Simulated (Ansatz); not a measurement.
Runs of Ansatz 0.2.0 on Sn. It takes space group Im-3m (No. 229, cubic). Conventional cell: a = 3.789 Å, b = 3.789 Å, c = 3.789 Å, α = 90.00°, β = 90.00°, γ = 90.00°. Sn (site symmetry m-3m) has 8 Sn at 3.28 Å as nearest neighbours. This isn't the form of Sn at room conditions, which is tetragonal (white tin).

```csv
task,level,spin,cell,k mesh,smearing,points for each segment of the path,gap on the mesh (eV),pressure (GPa)
band structure,PBE,off,as given,10 × 10 × 10,fermi-dirac 0.05 eV,14,none,0.6
relaxation of cell and atoms,PBE,off,relaxed,10 × 10 × 10,fermi-dirac 0.05 eV,-,none,0.0
band structure,PBE,"SOC, no magnetisation",as given,7 × 7 × 7,fermi-dirac 0.05 eV,14,none,1.0
single point,PBE,off,as given,10 × 10 × 10,gaussian 0.011 eV,-,none,0.7
band structure,LDA,off,as given,10 × 10 × 10,fermi-dirac 0.05 eV,14,none,(a)
```

Alike in all rows: potentials or basis Ansatz PAW; cutoff (eV) 420.

Q: Fill in the values left out.

A: (a) -3.4.

Caveats: spin-orbit coupling is left out, which moves the levels of the heavy elements (some runs); the plane-wave basis is chosen anew once the cell has moved, so the energies of steps on either side of that aren't comparable (some runs); the PAW data sets come from PBE, with cores solved anew for the run's functional, which leaves a small shift of forces and pressure (some runs).

A k mesh can miss the band edges, and rows without SOC leave out spin-orbit coupling on Sn.

A gap of «none» marks a metal or a gap under the smearing width.
